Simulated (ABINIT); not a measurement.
Runs of ABINIT 10.8.3 (patched build) on RbBr. The structure is cubic, space group Fm-3m (No. 225). The conventional cell has a = 6.854 Å, b = 6.854 Å, c = 6.854 Å, α = 90.00°, β = 90.00°, γ = 90.00°. Rb (site symmetry m-3m) is surrounded by 6 Br at 3.43 Å. Around Br (site symmetry m-3m) lie 6 Rb at 3.43 Å. 

| level | potentials or basis | k mesh | cutoff (eV) | smearing | fine-grid cutoff | most SCF steps | gap on the mesh (eV) | pressure (GPa) |
| --- | --- | --- | --- | --- | --- | --- | --- | --- |
| r2SCAN | JTH PAW PBE v2.0 | 7 × 7 × 7 | 517 | fermi-dirac 0.05 eV | 1034.03 eV | - | 4.96 | 1.0 |
| r2SCAN | PseudoDojo NC SR PBE v0.4.1 standard | 7 × 7 × 7 | 762 | fermi-dirac 0.05 eV | - | - | 4.91 | (a) |
| r2SCAN | Ansatz PAW PBE default generated set, frozen core | 7 × 7 × 7 | 490 | fermi-dirac 0.05 eV | 979.61 eV | - | 4.97 | 0.4 |
| r2SCAN | Ansatz NC r2SCAN | 7 × 7 × 7 | 1007 | fermi-dirac 0.05 eV | - | - | 4.97 | 0.5 |
| r2SCAN | SG15 NC PBE v1.2 | 7 × 7 × 7 | 490 | fermi-dirac 0.05 eV | - | - | (b) | 0.5 |
| HSE06 | SG15 NC PBE v1.2 | 4 × 4 × 4 | 381 | fixed | - | 60 | 5.41 | 0.7 |
| PBEsol | SG15 NC PBE v1.2 | 4 × 4 × 4 | 381 | fixed | - | - | 4.15 | 0.0 |

Alike in all rows: task single point; no spin polarisation; cell as given.

Q: Fill in the values left out.

A: (a) 0.3; (b) 4.84.

Caveats: an odd mesh through Γ misses points on the zone boundary, where band edges often lie (some runs); the potentials were made for another functional, which shifts forces and pressure (some runs); the PAW data sets were made with another functional, which shifts forces and pressure a little (some runs); a meta-GGA on potentials with a model core is unreliable (some runs); Libxc's HSE differs a little from that of other programs (some runs).

A k mesh can miss the band edges, and the runs leave out spin-orbit coupling on Br, Rb.

Runs at the PBE level aren't shown here.
